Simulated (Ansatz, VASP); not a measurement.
**One calculation of SbPt, two programs**

The input POSCAR:

```
SbPt
1.0
    4.1299978706      0.0000000000      0.0000000000
   -2.0649989353      3.5766830735      0.0000000000
    0.0000000000      0.0000000000      5.4720000000
Sb Pt
2 2
Direct
    0.3333333333      0.6666666667      0.2500000000
    0.6666666667      0.3333333333      0.7500000000
    0.0000000000      0.0000000000      0.0000000000
    0.0000000000      0.0000000000      0.5000000000
```

The input INCAR.step1:

```
ALGO     = Normal         # electronic algorithm
EDIFF    = 1E-4           # SCF threshold, eV
ENCUT    = 520            # plane-wave cutoff, eV
GGA      = PE             # functional
ISMEAR   = 0              # smearing method
LASPH    = True           # aspherical terms in the spheres
LCHARG   = False          # write CHGCAR
LREAL    = False          # projectors in reciprocal space
LWAVE    = True           # write WAVECAR
NBANDS   = 23             # bands
NELM     = 60             # most SCF steps
PREC     = Accurate       # precision mode
SIGMA    = 0.1            # smearing width, eV
```

The input INCAR.step2:

```
ALGO     = Normal         # electronic algorithm
EDIFF    = 1E-7           # SCF threshold, eV
ENCUT    = 520            # plane-wave cutoff, eV
ISIF     = 2              # what is computed and relaxed
ISMEAR   = 0              # smearing method
ISTART   = 1            
LASPH    = True           # aspherical terms in the spheres
LCHARG   = False          # write CHGCAR
LMIXTAU  = True         
LREAL    = False          # projectors in reciprocal space
LWAVE    = False          # write WAVECAR
METAGGA  = R2SCAN         # meta-GGA
NBANDS   = 23             # bands
NELM     = 60             # most SCF steps
PREC     = Accurate       # precision mode
SIGMA    = 0.1            # smearing width, eV
```

The input KPOINTS:

```
k-points
0
Gamma
  6 6 4
```

Input for Ansatz:

```yaml
crystal:
  lattice:
    - [4.1299978706, 0.0, 0.0]
    - [-2.0649989353, 3.5766830735, 0.0]
    - [0.0, 0.0, 5.472]
  atoms:
    - { symbol: Sb, position: [0.3333333333, 0.6666666667, 0.25] }
    - { symbol: Sb, position: [0.6666666667, 0.3333333333, 0.75] }
    - { symbol: Pt, position: [0.0, 0.0, 0.0] }
    - { symbol: Pt, position: [0.0, 0.0, 0.5] }
basis:
  ecutwfc: 500
kpoints:
  mp_grid: { grid: [6, 6, 4] }
hamiltonian:
  xc: r2scan
scf:
  occupations: { method: gaussian, width: 0.1 }
output:
  forces: true
  stress: true
  eigenvalues: true
```

Alike in both runs: task single point; functional r2SCAN; k mesh 6 × 6 × 4; occupations gaussian, width 0.1 eV; no spin polarisation.

|  | VASP | Ansatz |
| --- | --- | --- |
| version | VASP 6.6.1 | Ansatz 0.2.0 |
| potentials or method | VASP PAW PBE potentials, release 64 (Sb, Pt) | scalar-relativistic, plane waves, PAW |
| plane-wave cutoff (eV) | 520 | 500 |
| valence electrons in the cell | 30 | 66 |

|  | VASP | Ansatz | Ansatz less VASP |
| --- | --- | --- | --- |
| gap on the k mesh at the Fermi level (eV) | none | none | - |
| pressure (GPa) | 5.1 | 5.2 | +0.08 |
| largest component of the traceless stress (GPa) | 1.84 | 1.76 | -0.077 |

A gap of «none» marks a metal or a gap that the smearing closes. The two sets of potentials don't hold the same shells in valence.

Caveats: the PAW data sets were made with another functional, which shifts forces and pressure a little (VASP). The runs have no spin-orbit coupling, so splittings on Pt, Sb are missing.
